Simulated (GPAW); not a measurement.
A run of GPAW 26.7.0 is set up as follows.

The input run.py:

```python
from ase.io import read
from gpaw import PW
from gpaw.dft import DFT

atoms = read('KI.xyz')

dft = DFT(atoms,
          mode=PW(600),
          xc='PBE',
          kpts={'size': (6, 6, 6), 'gamma': True},
          occupations={'name': 'fermi-dirac', 'width': 0.05},
          nbands=16,
          convergence={'density': 1e-05, 'energy': 1e-05},
          maxiter=150,
          txt='gpaw.txt')
print(f'Energy: {dft.calculate_energy():.6f} eV')
print('Forces (eV/A):')
print(dft.calculate_forces().round(4))
print('Stress (eV/A^3):', dft.calculate_stress().round(6))
dft.write_gpw_file('gs.gpw')
```

KI.xyz

```xyz
2
Lattice="4.2911966600 0.0000000000 0.0000000000 0.0000000000 4.2911966600 0.0000000000 0.0000000000 0.0000000000 4.2911966600" Properties=species:S:1:pos:R:3 pbc="T T T"
I      2.1455983300      2.1455983300      2.1455983300
K      0.0000000000      0.0000000000      0.0000000000
```

Potentials or basis: GPAW PAW data sets (gpaw-data 1.2.1), pw.

Launch:

```console
$ OMP_NUM_THREADS=1 python run.py
```

Q: What does it give for the pressure?

A: 0.5 GPa.

Q: Estimate the band gap on the k mesh.

A: 3.34 eV, indirect (least direct gap 3.70 eV).

Caveat: spin-orbit coupling is left out, which moves the levels of the heavy elements. PBE gaps usually lie below the measured ones, often by a third to a half.
